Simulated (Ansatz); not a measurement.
# Stationary points along a deformation path in Al

Computed with Ansatz 0.2.0, DFT PBE, scalar-relativistic, plane waves, PAW. The runs took a 420 eV cutoff, a Γ-centred 24×24×24 mesh and Gaussian smearing (0.15 eV). No spin polarisation. Energies are free energies at this smearing, counted from the undisturbed cell; pressure is positive in compression.

Reference structure (as given, not relaxed at this level; it stands at 3.8 GPa; this bcc form isn't the usual structure):

```yaml
crystal:
  lattice:
    - [-1.59122, 1.59122, 1.59122]
    - [1.59122, -1.59122, 1.59122]
    - [1.59122, 1.59122, -1.59122]
  atoms:
    - { symbol: Al, position: [0.00000, 0.00000, 0.00000] }
```

At fixed volume and fractional coordinates, lengths along (0.577, 0.577, 0.577) are scaled against those across it; ρ is that ratio over its starting value. V = 16.116 Å³/atom. Δσ is the stress along the axis less the mean stress across it (compression positive).

| ρ | ΔE (meV/atom) | Δσ (GPa) | space group |
| --- | --- | --- | --- |
| 0.500 | 5571.8 | 354.54 | R-3m |
| 0.600 | 2218.3 | 192.70 | R-3m |
| 0.710 | 745.4 | 83.66 | R-3m |
| 0.850 | 119.7 | 24.96 | R-3m |
| 1.000 | 0.0 | 0.00 | Im-3m |
| 1.200 | 89.0 | -13.30 | R-3m |
| 1.410 | 249.3 | -14.86 | R-3m |
| 1.700 | 413.5 | -10.18 | R-3m |
| 2.000 | 480.5 | 0.00 | Pm-3m |

Q: How does the stress give the slope of the energy, and where is the energy stationary?

A: Along the path d ln(length) is 2/3 d ln ρ on the axis and −1/3 d ln ρ across it, so dE/d ln ρ = −(2/3) V Δσ: the energy falls with ρ where Δσ is positive. Δσ vanishes or changes sign at ρ = 1.000 (Im-3m), a minimum at 0.0 meV/atom; at ρ = 2.000 (Pm-3m, an end of the scan), at 480.5 meV/atom. Pairs of stationary points between two samples would go unseen, and could change a minimum read from distant neighbours into a maximum. At ρ = 1.000, 2.000 the cell is cubic, where symmetry alone makes the stress isotropic and the slope zero.

In a metal these slopes depend on the k mesh and the smearing.